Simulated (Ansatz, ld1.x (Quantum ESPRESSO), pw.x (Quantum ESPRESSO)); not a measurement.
## From atom to crystal: TM potential for beryllium (Be)

ld1.x (Quantum ESPRESSO) 7.5 input, shortened:

```
&input
   title='Be', zed=4., rel=1, dft='PBE', iswitch=3,
   config='[He] 2s1 2p1 3d-2'
 /
 &inputp
   pseudotype=2, tm=.true., lloc=-2, rcloc=3.65,
   nlcc=.false.
 /
3
2S  1  0   1.00   0.00  1.75  1.75  0.0
2P  2  1   1.00   0.00  4.15  4.15  0.0
3D  3  2  -2.00   0.50  4.30  4.30  0.0
 &test
   configts(1)='2s1 2p1'
 /
```

Atomic tests: cutoffs needed: 8 Ry and 15 Ry (the cutoffs (Ry, on a coarse ladder) from which the occupation-weighted sum of valence levels, in a spherical-Bessel basis at the reference potential, stays within 10 and 1 mRy of its value at 400 Ry); ghost test: no extra level below or beside the all-electron valence levels (s, p, d, f tested) (spherical-Bessel basis up to 400 Ry, 20 bohr box); largest excitation error: +82 meV (all-electron minus pseudo) for 2s1 2p0, out of 5 test configurations.

Crystal test: diamond Be in pw.x 7.5, no spin, 9³ k-points, Fermi–Dirac smearing 0.01 Ry, cutoffs 35/140 Ry. The lattice is a test structure that the element need not adopt, and mesh and smearing are coarse.

pw.x input:

```
&control
  calculation='scf', prefix='x', pseudo_dir='./', outdir='./tmp', tstress=.true., disk_io='none'
/
&system
  ibrav=0, nat=2, ntyp=1, ecutwfc=35, ecutrho=140, nbnd=9,
  occupations='smearing', smearing='fd', degauss=0.01
/
&electrons
  conv_thr=1e-09, mixing_beta=0.4, electron_maxstep=70
/
ATOMIC_SPECIES
Be 1.0 Be.UPF
CELL_PARAMETERS angstrom
  0.00000000 2.45204605 2.45204605
  2.45204605 0.00000000 2.45204605
  2.45204605 2.45204605 0.00000000
ATOMIC_POSITIONS crystal
Be 0.0000 0.0000 0.0000
Be 0.2500 0.2500 0.2500
K_POINTS automatic
9 9 9 0 0 0
```

```bash
pw.x < Be.scf.in > Be.scf.out
```

Q: How does the run end?

A: It converges; the pressure is -1.65 GPa against -0.10 GPa from all-electron LAPW. The largest radius (4.30 bohr) exceeds half the bond length (2.01 bohr), so the spheres overlap, which is one possible source of error among others. This is a poor potential for the solid. The log shows:

```
     using ibrav=0 with symmetry is DISCOURAGED, use correct ibrav instead
     lattice parameter (alat)  =       6.5530  a.u.
     unit-cell volume          =     198.9814 (a.u.)^3
     number of electrons       =         4.00
     number of Kohn-Sham states=            9
     kinetic-energy cutoff     =      35.0000  Ry
     charge density cutoff     =     140.0000  Ry
     scf convergence threshold =      1.0E-09
     Exchange-correlation= PBE
     number of k points=    35  Fermi-Dirac smearing, width (Ry)=  0.0100
     iteration #  1     ecut=    35.00 Ry     beta= 0.40
     total energy              =      -4.26511834 Ry
     estimated scf accuracy    <       0.01036434 Ry
     iteration #  2     ecut=    35.00 Ry     beta= 0.40
     total energy              =      -4.26568259 Ry
     estimated scf accuracy    <       0.00327769 Ry
     iteration #  3     ecut=    35.00 Ry     beta= 0.40
     total energy              =      -4.26589320 Ry
     estimated scf accuracy    <       0.00001840 Ry
     iteration #  4     ecut=    35.00 Ry     beta= 0.40
     total energy              =      -4.26589922 Ry
     estimated scf accuracy    <       0.00000191 Ry
     iteration #  5     ecut=    35.00 Ry     beta= 0.40
     total energy              =      -4.26589928 Ry
     estimated scf accuracy    <          1.9E-09 Ry
     iteration #  6     ecut=    35.00 Ry     beta= 0.40
     the Fermi energy is     2.2974 ev
!    total energy              =      -4.26589928 Ry
     estimated scf accuracy    <          1.2E-10 Ry
     smearing contrib. (-TS)   =      -0.00452515 Ry
     The total energy is F=E-TS. E is the sum of the following terms:
     one-electron contribution =       2.29906924 Ry
     hartree contribution      =       0.11355885 Ry
     xc contribution           =      -2.02389251 Ry
     ewald contribution        =      -4.65010971 Ry
     convergence has been achieved in   6 iterations
          total   stress  (Ry/bohr**3)                   (kbar)     P=      -16.50
     Message from routine punch:
     Nothing written, as per user request (disk_io='none')
```
